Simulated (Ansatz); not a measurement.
The cell was built from the WC type and relaxed in the same program, and has space group P-6m2; it needn't be a known or the stable phase.

Below is the log of a run of Ansatz 0.2.0.

```
B: projections on atomic orbitals take those of the free atom 1s2 2s2 2p1, of charge +0.00 (hamiltonian.pseudopotentials.projection_atoms)
P: projections on atomic orbitals take those of the free atom 1s2 2s2 2p6 3s2 3p3, of charge +0.00 (hamiltonian.pseudopotentials.projection_atoms)
LAPW: plane waves up to 8.058 Å⁻¹, error target 5.0e-4 eV per atom; small_component_spin mean_spin; B in spheres of 1.049 Å, 5 of its electrons in bands, Dirac shells []; P in spheres of 1.139 Å, 13 of its electrons in bands, Dirac shells []
Engine: ansatz 0.2.0
Pseudopotentials: kind: all_electron
Pseudopotential: B, LAPW, valence charge 5, Koelling and Harmon's equation, gaussian nucleus
Pseudopotential: P, LAPW, valence charge 13, Koelling and Harmon's equation, gaussian nucleus
Functional definition: PBE
  parameter kappa = 0.804
  parameter beta = 0.06672455060314922
  exchange = pbe_x(kappa = kappa, mu = beta*pi^2/3)
  correlation = pbe_c(beta = beta)
Crystal: 2 atoms, lattice volume = 20.879 Å³
Basis set: ecut = 247.401078326257 eV, 187 PW (Γ), exchange–correlation at level 2
Bands: 13, of which v1, the nominal top of the filled ones, is band 9 counted from 1 (8 counted from 0)
Symmetry: 12 space group operations
Space group: P-6m2 (ITA 187), of the structure as read, at distance tolerance 2.8e-5 Å
k-points: 126 of 1859 (time reversal used)
Non-local potential: B, projectors of the file, none
Non-local potential: P, projectors of the file, none
Initial density: superposition of atomic densities (chi_scale 0.1, normalization cell, long waves kept (reshape's long-wave potential 0.00 eV rms))
Initial wavefunctions: plane waves of lowest kinetic energy (no species holds an atomic orbital)
Functional: x = pbe(κ = 0.804, μ = 0.2195149727645171), c = pbe(β = 0.06672455060314922)
iter 1 solved again at ethr=2.92e-3 eV; its pass at ethr=1.00e-1 eV (dr2=5.25e-1 eV) is discarded
SCF iter   1: F=—  HF=-9983.617199 eV  |F-HF|=—  |Δ(HF+E_count)|=         —  Δρ=4.60e-2  dr2=5.25e-1  ethr=2.92e-3  ⟨swp⟩=2.0  Hψ=12381  notcnv=0
preconditioner: auto → none  [metal: Δε(μ)=0.043 eV  Ē_g=12.025 eV  σ=0.080 eV  W_gap=0.13  n_scr=8 (ndim 8)  ℏωp=23.0 eV  f_vac=0.000  D(μ)=0.74/eV (n_scr^D=8)  sad-step TF]
SCF iter   2: F=—  HF=-9983.453410 eV  |F-HF|=—  |Δ(HF+E_count)|=   1.64e-1  Δρ=2.26e-2  dr2=1.21e-1  ethr=2.91e-3  ⟨swp⟩=2.1  Hψ=4895  notcnv=0
iter 3 solved again at ethr=3.39e-5 eV; its pass at ethr=6.70e-4 eV (dr2=6.10e-3 eV) is discarded
SCF iter   3: F=—  HF=-9983.426164 eV  |F-HF|=—  |Δ(HF+E_count)|=   2.72e-2  Δρ=5.96e-3  dr2=6.10e-3  ethr=3.39e-5  ⟨swp⟩=2.0  Hψ=8121  notcnv=0
SCF iter   4: F=—  HF=-9983.426279 eV  |F-HF|=—  |Δ(HF+E_count)|=         —  Δρ=9.76e-4  dr2=1.48e-4  ethr=3.39e-5  ⟨swp⟩=2.0  Hψ=4346  notcnv=0
the basis was enlarged: its passes take 130.8 KiB over the memory plan, 1 of 1 planned eigensolver slots
SCF iter   5: F=—  HF=-9983.426279 eV  |F-HF|=—  |Δ(HF+E_count)|=   1.55e-8  Δρ=1.24e-4  dr2=2.46e-6  ethr=8.21e-7  ⟨swp⟩=2.1  Hψ=4366  notcnv=0
SCF iter   6: F=-9983.426279 eV  HF=-9983.426279 eV  |F-HF|=2.71e-8  |Δ(HF+E_count)|=   1.11e-7  Δρ=1.47e-5  dr2=4.11e-8  ethr=1.37e-8  ⟨swp⟩=2.7  Hψ=4520  notcnv=0
SCF 1 converged in 6 iterations: F = -9983.426279 eV  dr2 = 4.11e-8
NSCF: frozen V_eff on 113 k-points
SCF converged after 6 iterations
Free energy (F): -9983.426279 eV
Harris-Foulkes:  -9983.426279 eV  (|F-HF|=2.71e-8)
Internal energy: -9983.410321 eV  (E = F + TS)
E sigma→0 (E₀):  -9983.418300 eV
Entropy (-TS):   -0.015959 eV (-7.979 meV/atom)
Fermi energy:    12.333785 eV
--- Per-component energies (eV) ---
  E_band       = -1236.057693
  E_kinetic    = 10012.977657
  E_xc         = -742.377904
  E_electrostatic = -19254.010073  (all electrons and nuclei)
  E_smearing   = -0.015959  (= −TS)
  E_closure    = 0.000000  (closes the sum)
  E_atoms      = -9973.111326  (free atoms, spherical and without spin; not in F)
  Σ components = -9983.426279   (vs F -9983.426279, Δ=0.00e0)
  Basis errors (estimates in eV, not in F): energy 2.4e-4 per atom: plane waves 2.2e-4 (1.3e-4 summed), levels above the bands 5.5e-53, relativity 3.2e-9, radial functions 2.1e-5, core shells 8.9e-13; eigenvalues (radial functions only) 2.1e-6; not estimated: angular momenta, meshes, grids; target (lapw.basis_error) 5.0e-4; muffin-tin radii B 1.049 Å, P 1.139 Å
--- Forces (eV/Å), atoms counted from 1 ---
  atom   1  B     -0.00000000     0.00000000     0.00000000
  atom   2  P      0.00000000    -0.00000000    -0.00000000
  max |Σ_I F_I| component: 1.16e-17 eV/Å
--- Stress (GPa, compression-positive) ---
        0.044857       0.000000       0.000000
        0.000000       0.044857       0.000000
        0.000000       0.000000       0.011855
  P = ⅓ Tr σ = 0.0339 GPa (0.339 kbar)
--- Band table (eV; the first three rows and the last of 126) ---
  k-point 0: bands = ["-162.0554", "-156.8933", "-107.4086", "-107.3837", "-107.3837", "-4.3642", "11.6320", "11.6320", "11.9090", "16.4450", "16.4450", "16.7223", "17.3457"]
  k-point 1: bands = ["-162.0554", "-156.8932", "-107.4087", "-107.3837", "-107.3837", "-4.2085", "10.5188", "11.7794", "11.7794", "16.5576", "16.5576", "16.8481", "18.8475"]
  k-point 2: bands = ["-162.0554", "-156.8932", "-107.4090", "-107.3837", "-107.3837", "-3.7437", "8.0910", "12.2188", "12.2188", "16.8622", "16.8622", "17.1490", "21.3115"]
  k-point 125: bands = ["-162.0554", "-156.8931", "-107.4098", "-107.3838", "-107.3838", "3.9858", "5.4776", "6.0083", "8.3455", "8.7860", "10.6332", "22.5247", "22.8501"]
--- Löwdin populations: 2 sites ---
  site symbol       q [e]
     0      B      5.5372
     1      P     14.3512
  spilling = 0.005582 (of n_electrons = 20.000000)
```

The cell and starting positions:

```
CELL_PARAMETERS angstrom
3.00957 0.00000 0.00000
-1.50479 2.60637 0.00000
0.00000 0.00000 2.66180
ATOMIC_POSITIONS crystal
B 0.00000 0.00000 0.00000
P 0.33333 0.66667 0.50000
```

Parts of the input that the log doesn't repeat:

```yaml
  band_path:
    path:
      - [0.0, 0.0, 0.0]
      - [0.5, 0.0, 0.0]
      - [0.3333333333, 0.3333333333, 0.0]
      - [0.0, 0.0, 0.0]
      - [0.0, 0.0, 0.5]
      - [0.5, 0.0, 0.5]
      - [0.3333333333, 0.3333333333, 0.5]
      - [0.0, 0.0, 0.5]
      - [0.5, 0.0, 0.5]
    npoints: 14
output:
  forces: true
  stress: true
  eigenvalues: true
  fatbands: true
  populations: true
  dos: { projected: true, de: 0.2, e_range: [-14, 8] }
```

(1) Write the input that produced this log.

## Answers

(1) 
```yaml
crystal:
  lattice:
    - [3.0095726219, 0.0, 0.0]
    - [-1.5047863109, 2.6063663451, 0.0]
    - [0.0, 0.0, 2.6617970824]
  atoms:
    - { symbol: B, position: [0.0, 0.0, 0.0] }
    - { symbol: P, position: [0.3333333333, 0.6666666667, 0.5] }
kpoints:
  mp_grid: { grid: [13, 13, 11] }
  band_path:
    path:
      - [0.0, 0.0, 0.0]
      - [0.5, 0.0, 0.0]
      - [0.3333333333, 0.3333333333, 0.0]
      - [0.0, 0.0, 0.0]
      - [0.0, 0.0, 0.5]
      - [0.5, 0.0, 0.5]
      - [0.3333333333, 0.3333333333, 0.5]
      - [0.0, 0.0, 0.5]
      - [0.5, 0.0, 0.5]
    npoints: 14
scf:
  occupations: { method: fermi_dirac, width: 0.08 }
hamiltonian:
  xc: pbe
  pseudopotentials: { kind: all_electron, lapw: { basis_error: 0.0005 } }
output:
  forces: true
  stress: true
  eigenvalues: true
  fatbands: true
  populations: true
  dos: { projected: true, de: 0.2, e_range: [-14, 8] }
```
This is the input that was run; digits and keys that the log doesn't show could differ in an equivalent one.
